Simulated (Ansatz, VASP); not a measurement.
Be: VASP beside Ansatz

File INCAR:

```
  PREC = Accurate
  ENCUT = 600
  EDIFF = 1E-6
  ISMEAR = 0
  SIGMA = 0.1
  LREAL = False
  LASPH = True
  NELM = 100
  ALGO = Normal
  ISIF = 3
  LWAVE = False
  LCHARG = False
  GGA = PE
  IBRION = 2
  NSW = 90
  EDIFFG = -0.04
```

File KPOINTS:

```
regular mesh
0
Gamma
  6 6 8
```

The input POSCAR:

```
Be
1.0
    3.7353299930      0.0000000000      0.0000000000
   -1.8676649965      3.2348906655      0.0000000000
    0.0000000000      0.0000000000      2.2899196914
Be
3
Direct
    0.0000000000      0.0000000000      0.0000000000
    0.3333333333      0.6666666667      0.5000000000
    0.6666666667      0.3333333333      0.5000000000
```

Input for Ansatz:

```yaml
crystal:
  lattice:
    - [3.735329993, 0.0, 0.0]
    - [-1.8676649965, 3.2348906655, 0.0]
    - [0.0, 0.0, 2.2899196914]
  atoms:
    - { symbol: Be, position: [0.0, 0.0, 0.0] }
    - { symbol: Be, position: [0.3333333333, 0.6666666667, 0.5] }
    - { symbol: Be, position: [0.6666666667, 0.3333333333, 0.5] }
basis:
  ecutwfc: 420
kpoints:
  mp_grid: { grid: [6, 6, 8] }
hamiltonian:
  xc: pbe
scf:
  occupations: { method: gaussian, width: 0.1 }
  lower_state_search: "off"
output:
  forces: true
  stress: true
  eigenvalues: true
relax:
  adjacent_minimum: "off"
  f_tol: 0.04
  max_steps: 70
  cell: { stress_tol: 0.4 }
```

Alike in both runs: task relaxation of cell and atoms; functional PBE; k mesh 6 × 6 × 8; occupations gaussian, width 0.1 eV; no spin polarisation.

|  | VASP | Ansatz |
| --- | --- | --- |
| version | VASP 6.6.1 | Ansatz 0.2.0 |
| potentials or method | VASP PAW PBE potentials, release 64 (Be) | scalar-relativistic, plane waves, PAW |
| plane-wave cutoff (eV) | 600 | 420 |
| valence electrons in the cell | 6 | 6 |

VASP gave:

* gap on the k mesh at the Fermi level, each at its own relaxed structure (eV): none
* relaxed volume (Å³/atom): 8.03
* relaxed cell length with the largest relative difference (Å): 2.185
* energy change over the relaxation (meV/atom): -50

Task: Which values does Ansatz return?

Result: gap on the k mesh at the Fermi level, each at its own relaxed structure (eV): none; relaxed volume (Å³/atom): 8.04; relaxed cell length with the largest relative difference (Å): 2.187; energy change over the relaxation (meV/atom): -51.

A gap of «none» marks a metal or a gap that the smearing closes.
